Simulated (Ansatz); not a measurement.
**NaCl: energy along a strain**

NaCl, Fm-3m, a = 5.663 Å (as given, not relaxed at this level: -0.8 GPa). Ansatz: PBEsol, PAW, 420 eV, Γ-centred 8×8×8 mesh on 2 atoms, Gaussian smearing 0.05 eV; no spin polarisation. Cell vectors (Å): 0.000 2.832 2.832; 2.832 0.000 2.832; 2.832 2.832 0.000. The cell is strained by x per cent times the pattern (0 0 0 0 1 0) in the order xx yy zz yz xz xy (engineering shears), with fractional coordinates held. y is the free energy over the start, V0 = 22.707 Å³/atom. Symmetry makes y even in x. Points with a strain past 8.5 % were computed too (2) and aren't used here.

```tsv
x (%)	y (meV/atom)
-5.00	2.05
0.00	0.00
1.25	0.13
2.50	0.51
3.75	?
6.25	3.21
7.50	4.63
```

Task: Fit y = c2 x² + c4 x⁴ to the other rows, get the stiffness along the pattern, and predict the missing energy.

Result: Least squares on the rows shown. y = 0.08178 x² + 9.588×10⁻⁶ x⁴. The clamped-ion stiffness p·C·p = 2 × 0.8178 eV × 160.2 / 22.707 Å³ = 11.5 GPa, which is C55 in these axes (C44 of the cubic crystal) (second derivative at the start, which stands under stress). At x = 3.75 the fit asked for gives 1.15 meV/atom. The run gave 1.15 meV/atom, the same to the digits shown.